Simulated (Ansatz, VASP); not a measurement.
One calculation of Ag, two programs

```
CELL_PARAMETERS angstrom
0.00000 2.07344 2.07344
2.07344 0.00000 2.07344
2.07344 2.07344 0.00000
ATOMIC_POSITIONS crystal
Ag 0.00000 0.00000 0.00000
```

Alike in both runs: task single point; functional PBE; k mesh 13 × 13 × 13; occupations methfessel-paxton of order 1, width 0.2 eV; no spin polarisation.

|  | VASP | Ansatz |
| --- | --- | --- |
| version | VASP 6.6.1 | Ansatz 0.2.0 |
| potentials or method | VASP PAW PBE potentials, release 64 (Ag) | plane waves (420 eV) with PAW, scalar-relativistic |
| plane-wave cutoff (eV) | 520 | 420 |
| valence electrons in the cell | 11 | 19 |

Ansatz gave:

| Property | Result |
| --- | --- |
| pressure (GPa) | -0.1 |

**Question.** Which values does VASP return?

**Answer.** Pressure (GPa): -0.2.

The functional is the same, so the differences come from potentials, cutoffs and numerics. The two sets of potentials don't hold the same shells in valence.
